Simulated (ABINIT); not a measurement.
Write the native input for ABINIT 10.8.3 (patched build) that does the following.

```
Task                : single point
Functional          : r2SCAN
Potentials or basis : JTH PAW PBE v2.0
Cutoff              : 762 eV
k mesh              : 10 × 10 × 10
Occupations         : fermi-dirac, width 0.05 eV
Spin                : no spin polarisation
Fine-grid cutoff    : 1360.57 eV
```

Pd:

```
CELL_PARAMETERS angstrom
0.00000 1.94650 1.94650
1.94650 0.00000 1.94650
1.94650 1.94650 0.00000
ATOMIC_POSITIONS crystal
Pd 0.00000 0.00000 0.00000
```

One way to write it, as run:

run.abi

```
# Pseudopotentials
pp_dirpath "./"
pseudos "Pd.GGA_PBE-JTH.xml"

# Structure
acell 3*1.0 Angstrom
rprim
     0.0000000000     1.9465000000     1.9465000000
     1.9465000000     0.0000000000     1.9465000000
     1.9465000000     1.9465000000     0.0000000000
ntypat 1
znucl 46
natom 1
typat 1
xred
     0.0000000000     0.0000000000     0.0000000000

# Plane-wave basis
ecut 761.918815 eV
pawecutdg 50.0

# k points
kptopt 1
ngkpt 10 10 10
nshiftk 1
shiftk 0.0 0.0 0.0

# Exchange and correlation
ixc -497498
usekden 1
pawxcdev 0

# Bands and occupations
nband 13
occopt 3
tsmear 0.00183747

# SCF cycle
nstep 100
tolvrs 1.0e-7

# Output
iomode 3
prtwf 0
prtden 0
prteig 0
prtebands 0
enunit 1
```

Potentials or basis: JTH PAW PBE v2.0.

Command:

```bash
$ abinit run.abi > log 2>&1
```

It gave:

* Pressure: 3.4 GPa
* Band gap on the k mesh: none (metal or under the smearing width)
* Valence electrons inside the program's atomic spheres: Pd 16.97 (radii [1.3291] Å)

Caveat: the PAW data sets were made with another functional, which shifts forces and pressure a little.

It took 86 s on 1 thread of Arm Neoverse V1, on a shared host, peak memory 0.13 GiB.
